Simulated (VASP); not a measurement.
# TiSe2 (P-3m1) in VASP: a series of runs, part 2 of 3

VASP 6.6.1. The steps go on from the part before.

### 3 Relaxation of cell and atoms, rev-vdW-DF2

The COD entry that gives the cell may itself be a prediction, so a difference from it is no test against experiment.

This run uses another cell than the first one, of 21.46 Å³/atom, 0.990 times its volume.

INCAR

```
AGGAC = 0.0
ALGO = Normal
EDIFF = 1E-7
EDIFFG = -0.005
ENCUT = 600
GGA = MK
IBRION = 2
ISIF = 3
ISMEAR = 1
LASPH = T
LCHARG = F
LREAL = F
LUSE_VDW = T
LWAVE = F
NELM = 80
NSW = 90
PARAM1 = 0.1234
PARAM2 = 0.711357
PREC = Accurate
SIGMA = 0.1
ZAB_VDW = -1.8867
```

KPOINTS

```
k-points
0
Gamma
  12 12 6
```

POSCAR

```
TiSe2                                   
1.0
    3.5247172698     -0.0000000000      0.0000000000
   -1.7623586349      3.0524946968     -0.0000000000
    0.0000000000     -0.0000000000      5.9838372376
  Ti              Se            
     1     2
Direct
     0.0000000000000000    0.0000000000000000    0.0000000000000000
     0.3333333332999970    0.6666666667000030    0.2581962461871908
     0.6666666667000030    0.3333333332999970    0.7418037538128092
```

Potentials or basis: VASP PAW PBE potentials, release 64 (Ti_sv, Se).

Command:

```
$ cat potpaw_PBE.64/Ti_sv/POTCAR potpaw_PBE.64/Se/POTCAR > POTCAR
$ mpirun -np 1 vasp_std > vasp.out
```

OUTCAR:

```text
EDIFF = 1E-7
   EDIFFG = -0.005
   ENCUT = 600
   GGA = MK
   IBRION = 2
   ISIF = 3
   ISMEAR = 1
   LASPH = T
   LREAL = F
   NELM = 80
   NSW = 90
   PREC = Accurate

 ion  position               nearest neighbor table
   1  0.000  0.000  0.000-   2 2.56   3 2.56   2 2.56   3 2.56   3 2.56   2 2.56
   2  0.333  0.667  0.258-   1 2.56   1 2.56   1 2.56
   3  0.667  0.333  0.742-   1 2.56   1 2.56   1 2.56

  LATTYP: Found a hexagonal cell.
 ALAT       =     3.5247172698
 C/A-ratio  =     1.6976786447

  Lattice vectors:

 A1 = (   3.5247172698,   0.0000000000,   0.0000000000)
 A2 = (  -1.7623586349,   3.0524946968,   0.0000000000)
 A3 = (   0.0000000000,   0.0000000000,   5.9838372376)

Analysis of symmetry for initial positions (statically):
=====================================================================
 Subroutine PRICEL returns:
 Original cell was already a primitive cell.

 Routine SETGRP: Setting up the symmetry group for a
 hexagonal supercell.

 Subroutine GETGRP returns: Found 12 space group operations
 (whereof 12 operations were pure point group operations)
 out of a pool of 24 trial point group operations.

The static configuration has the point symmetry D_3d.

Analysis of symmetry for dynamics (positions and initial velocities):
=====================================================================
 Subroutine PRICEL returns:
 Original cell was already a primitive cell.

 Routine SETGRP: Setting up the symmetry group for a
 hexagonal supercell.

 Subroutine GETGRP returns: Found 12 space group operations
 (whereof 12 operations were pure point group operations)
 out of a pool of 24 trial point group operations.

The dynamic configuration has the point symmetry D_3d.

 Subroutine INISYM returns: Found 12 space group operations
 (whereof 12 operations are pure point group operations),
 and found     1 'primitive' translations

----------------------------------------------------------------------------------------

                                     Primitive cell

  volume of cell :      64.3812

  direct lattice vectors                    reciprocal lattice vectors
     3.524717270  0.000000000  0.000000000     0.283710699  0.163800448  0.000000000
    -1.762358635  3.052494697  0.000000000     0.000000000  0.327600897  0.000000000
     0.000000000  0.000000000  5.983837238     0.000000000  0.000000000  0.167116845

  length of vectors
     3.524717270  3.524717270  5.983837238     0.327600897  0.327600897  0.167116845

  position of ions in fractional coordinates (direct lattice)
     0.000000000  0.000000000  0.000000000
     0.333333333  0.666666667  0.258196246
     0.666666667  0.333333333  0.741803754

  ion indices of the primitive-cell ions
   primitive index   ion index
                 1           1
                 2           2
                 3           3

----------------------------------------------------------------------------------------
[... 32 lines left out ...]
  0.416667 -0.000000  0.000000      6.000000
[... 16 lines left out ...]
  0.166667 -0.000000  0.166667      6.000000
  0.000000  0.166667  0.166667      6.000000
 [... further k-points ...]
   k-points           NKPTS =    100   k-points in BZ     NKDIM =    100   number of bands    NBANDS=     16
   number of dos      NEDOS =    301   number of ions     NIONS =      3
   total plane-waves  NPLWV =  37632
   dimension x,y,z NGX =    28 NGY =   28 NGZ =   48
   dimension x,y,z NGXF=    56 NGYF=   56 NGZF=   96
   ions per type =               1   2
   NGX,Y,Z   is equivalent  to a cutoff of  13.21, 13.21, 13.34 a.u.
   NGXF,Y,Z  is equivalent  to a cutoff of  26.41, 26.41, 26.67 a.u.
 SYSTEM =  unknown system
   PREC   = accura    normal or accurate (medium, high low for compatibility)
   ISTART =      0    job   : 0-new  1-cont  2-samecut
   ICHARG =      2    charge: 1-file 2-atom 10-const
   ISPIN  =      1    spin polarized calculation?
   LNONCOLLINEAR =      F non collinear calculations
   LSORBIT =      F    spin-orbit coupling
   LASPH  =      T    aspherical Exc in radial PAW
   ENCUT  =  600.0 eV  44.10 Ry    6.64 a.u.   7.04  7.04 11.95*2*pi/ulx,y,z
   NELM   =     80;   NELMIN=  2; NELMDL= -5     # of ELM steps
   EDIFF  = 0.1E-06   stopping-criterion for ELM
   LREAL  =      F    real-space projection
   EDIFFG = -.5E-02   stopping-criterion for IOM
   NSW    =     90    number of steps for IOM
   IBRION =      2    ionic relax: 0-MD 1-quasi-New 2-CG
   NFREE  =      1    steps in history (QN), initial steepest desc. (CG)
   ISIF   =      3    stress and relaxation
   ISYM   =      2    0-nonsym 1-usesym 2-fastsym
   POTIM  = 0.5000    time-step for ionic-motion
   TEBEG  =    0.0;   TEEND  =   0.0 temperature during run
   PSTRESS=    0.0 pullay stress
   NELECT =      24.0000    total number of electrons
   NUPDOWN=      -1.0000    fix difference up-down
   EMIN   =  10.00;   EMAX   =-10.00  energy-range for DOS
   EFERMI =   0.00;   METHOD = LEGACY
   ISMEAR =     1;   SIGMA  =   0.10  broadening in eV -4-tet -1-fermi 0-gaus
   EFERMI_NEDOS =   21; number of points for ismear=-14 and -15
   IALGO  =     38    algorithm
   IMIX   =      4    mixing-type and parameters
     AMIX     =   0.40;   BMIX     =  1.00
     AMIX_MAG =   1.60;   BMIX_MAG =  1.00
  volume/ion in A,a.u.               =      21.46       144.82
  Fermi-wavevector in a.u.,A,eV,Ry     =   1.178218  2.226509 18.887570  1.388197
  Thomas-Fermi vector in A             =   2.314551
   LORBIT       =      0    0 simple, 1 ext, 2 COOP (PROOUT), +10 PAW based schemes
   GGA     = MK    functional components
   LHFCALC =     F    Hartree Fock is set to
   AEXX    =    0.0000 exact exchange contribution
   IVDW_NL    =     1    kernel type
   BPARAM     = 6.3000
   IVDW    =     0    specifies the selected vdW correction
   LEPSILON=     F    determine dielectric tensor
   LRPA    =     F    only Hartree local field effects (RPA)
 conjugate gradient relaxation of ions
 non-spin polarized calculation
 Methfessel and Paxton  Order N= 1 SIGMA  =   0.10
  energy-cutoff  :      600.00
  volume of cell :       64.38
 maximum number of plane-waves:      2176
   NGX = 15   NGY = 15   NGZ = 23

--------------------------------------- Ionic step        1  -------------------------------------------

 number of electron      24.0000000 magnetization

 Free energy of the ion-electron system (eV)
  ---------------------------------------------------
  ext. energy  EPLUGINS =         0.00000000
  ---------------------------------------------------
  free energy    TOTEN  =       -12.99163072 eV

  energy without entropy =      -12.99188229  energy(sigma->0) =      -12.99171457

------------------------ aborting loop because EDIFF is reached ----------------------------------------

  FORCE on cell =-STRESS in cart. coord.  units (eV):
  Direction    XX          YY          ZZ          XY          YZ          ZX
  --------------------------------------------------------------------------------------
  -------------------------------------------------------------------------------------
  Total       -0.0224949     -0.0224949      0.0066577      0.0000000      0.0000000      0.0000000
  in kB       -0.5598030     -0.5598030      0.1656823      0.0000000      0.0000000      0.0000000
  external PRESSURE =      -0.3179745 kB  Pullay stress =       0.0000000 kB
[... 104 lines left out ...]
--------------------------------------- Ionic step        4  -------------------------------------------

 number of electron      24.0000001 magnetization

 Free energy of the ion-electron system (eV)
  ---------------------------------------------------
  ext. energy  EPLUGINS =         0.00000000
  ---------------------------------------------------
  free energy    TOTEN  =       -12.99164643 eV

  energy without entropy =      -12.99185678  energy(sigma->0) =      -12.99171655

 E-fermi :   4.8042     XC(G=0): -10.1337

 val. band max:        4.7993170057   @ k =   0.0000   0.3333   0.3333
 cond. band min:       4.8295196905   @ k =   0.0000   0.4167   0.1667
 fundamental gap:      0.0302026848
 Fermi energy:         4.8041599706

 k-point     1 :       0.0000    0.0000    0.0000
  band No.  band energies     occupation
      1     -52.6027      2.00000
      2     -28.9485      2.00000
      3     -28.9385      2.00000
      4     -28.9385      2.00000
      5      -9.1746      2.00000
      6      -7.7381      2.00000
[... 433 lines left out ...]
      3     -28.9437      2.00000
      4     -28.9435      2.00000
      5      -8.8215      2.00000
      6      -7.7337      2.00000
[... 8 lines left out ...]
     15       6.2720     -0.00000
     16       7.5881      0.00000

 [... further k-points ...]

------------------------ aborting loop because EDIFF is reached ----------------------------------------

  FORCE on cell =-STRESS in cart. coord.  units (eV):
  Direction    XX          YY          ZZ          XY          YZ          ZX
  --------------------------------------------------------------------------------------
  -------------------------------------------------------------------------------------
  Total       -0.0023864     -0.0023864     -0.0107057     -0.0000000      0.0000000      0.0000000
  in kB       -0.0594297     -0.0594297     -0.2666048     -0.0000000      0.0000000      0.0000000
  external PRESSURE =      -0.1284880 kB  Pullay stress =       0.0000000 kB
[... 22 lines left out ...]
  energy  without entropy=      -12.9918567814  energy(sigma->0) =      -12.99171655

Total vdW correction in eV:      3.6156362

 reached required accuracy - stopping structural energy minimisation
```

OSZICAR:

```text
N       E                     dE             d eps       ncg     rms          rms(c)
DAV:   1     0.218212233103E+03    0.21821E+03   -0.12659E+04  3200   0.164E+03
DAV:   2     0.681874134574E+01   -0.21139E+03   -0.20945E+03  3408   0.386E+02
DAV:   3    -0.153852271622E+02   -0.22204E+02   -0.21665E+02  5056   0.108E+02
DAV:   4    -0.160117050493E+02   -0.62648E+00   -0.62623E+00  3816   0.189E+01
[... 34 lines left out ...]
DAV:   1    -0.129916612000E+02   -0.17110E-04   -0.79742E-04  3248   0.325E-01    0.313E-02
DAV:   2    -0.129916644256E+02   -0.32256E-05   -0.35942E-04  4216   0.139E-01    0.291E-02
DAV:   3    -0.129916483713E+02    0.16054E-04   -0.15885E-04  4408   0.835E-02    0.110E-02
DAV:   4    -0.129916464820E+02    0.18893E-05   -0.69770E-06  4696   0.241E-02    0.231E-03
DAV:   5    -0.129916464284E+02    0.53602E-07   -0.51730E-07  3984   0.504E-03
   4 F= -.12991646E+02 E0= -.12991717E+02  d E =-.230623E-05
```

CONTCAR:

```text
TiSe2
   1.00000000000000
     3.5227316535466113    0.0000000000000000   -0.0000000000000000
    -1.7613658267733057    3.0507751026824055    0.0000000000000000
    -0.0000000000000000    0.0000000000000000    5.9864460873892194
  Ti              Se
     1     2
Direct
     0.0000000000000000    0.0000000000000000    1.0000000000000000
     0.3333333332999970    0.6666666667000030    0.2583236667734458
     0.6666666667000030    0.3333333332999970    0.7416763332265544

  0.00000000E+00  0.00000000E+00  0.00000000E+00
  0.00000000E+00  0.00000000E+00  0.00000000E+00
  0.00000000E+00  0.00000000E+00  0.00000000E+00
```

Wall time 7.1 min (1 thread of Intel Xeon Platinum 8259CL at 2.50GHz (Skylake/Cascade Lake), shared host); peak memory 0.51 GiB.

Results:

```yaml
Free_energy: -12.9916 eV
Relaxed_volume: 21.45 Å³/atom
Relaxed_cell: a = 3.523 Å, b = 3.523 Å, c = 5.986 Å, α = 90.00°, β = 90.00°, γ = 120.00°
Space_group_after_relaxing_to_0.05_Å: P-3m1 (No. 164)
Energy_gained_by_relaxing: 0.0 meV/atom
Ionic_steps: 4
Pressure_after_relaxing: 0.0 GPa
Band_gap_on_the_k_mesh: none (metal or under the smearing width)
```

Final structure:
```yaml
crystal:
  lattice:
    - [3.52273, 0.00000, 0.00000]
    - [-1.76137, 3.05078, 0.00000]
    - [0.00000, 0.00000, 5.98645]
  atoms:
    - { symbol: Ti, position: [0.00000, 0.00000, 0.00000] }
    - { symbol: Se, position: [0.33333, 0.66667, 0.25832] }
    - { symbol: Se, position: [0.66667, 0.33333, 0.74168] }
```

Caveat: the PAW data sets were made with another functional, which shifts forces and pressure a little.

(Part 2 of 3 ends here.)
